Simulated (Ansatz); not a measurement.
Base system: BeO in the wurtzite structure (space group P6_3mc, No. 186).

```
CELL_PARAMETERS angstrom
      2.69049     0.00000     0.00000
     -1.34524     2.33003     0.00000
      0.00000     0.00000     4.36988
ATOMIC_POSITIONS crystal
  Be 0.66667 0.33333 0.00145
  Be 0.33333 0.66667 0.50145
  O  0.66667 0.33333 0.62375
  O  0.33333 0.66667 0.12375
```

Cartesian axes are those of the cell as printed.

Method: r2SCAN, PAW, 500 eV (Ansatz, a program for electronic structure; scalar-relativistic without spin-orbit coupling).

For the base:

| Quantity | Result |
|---|---|
| Smallest direct gap | 8.55 eV |
| Band gap | 8.55 eV |

Now apply this change: a free-standing slab of 4 layers (16 atoms, 4 a layer) is cut normal to the y axis, with 15 Å of vacuum and the in-plane cell held at bulk.

Q: What does the calculation give for the excess energy per area of both faces, smallest direct gap and band gap after the change?

A: The excess energy per area of both faces (slab less bulk energy over the cell's area: twice a surface energy) amounts to 3.12 J/m²; the smallest direct gap decreases by 2.10 eV, from 8.55 eV to 6.45 eV; the band gap drops by 2.16 eV (8.55 eV → 6.39 eV).

Slab and bulk use different k-meshes, which limits the precision of the excess energy. Whether these cells are dynamically stable was not tested.
